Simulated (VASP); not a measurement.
Here is a VASP 6.6.1 calculation.

The input INCAR:

```
SYSTEM = H
PREC = Accurate ; ENCUT = 500
EDIFF = 1E-6 ; ISMEAR = 0
SIGMA = 0.02 ; LREAL = .FALSE.
LASPH = .TRUE. ; NELM = 100
ALGO = Normal ; ISIF = 2
LWAVE = .FALSE. ; LCHARG = .TRUE.
GGA = PE ; LELF = .TRUE.
LVHAR = .TRUE. ; NBANDS = 6
```

KPOINTS

```
Automatic mesh
0
G
  5 5 13
  0 0 0
```

The input POSCAR:

```
H
1.0
    2.6496387389      0.0000000000      0.0000000000
    0.0000000000      2.6496387389      0.0000000000
    0.0000000000      0.0000000000      0.9804929200
H
1
Direct
    0.0000000000      0.0000000000      0.5000000000
```

Potentials or basis: VASP PAW PBE potentials, release 64 (H_GW).

The run is started by

```bash
$ cat potpaw_PBE.64/H_GW/POTCAR > POTCAR
$ mpirun -np 1 vasp_std > vasp.out
```

(1) Estimate the pressure.

(2) Estimate the band gap on the k mesh.

Answers

(1) 0.7 GPa.

(2) none (metal or under the smearing width).

Caveat: the k mesh is coarse (spacing up to 0.49 Å⁻¹), so the values aren't converged.
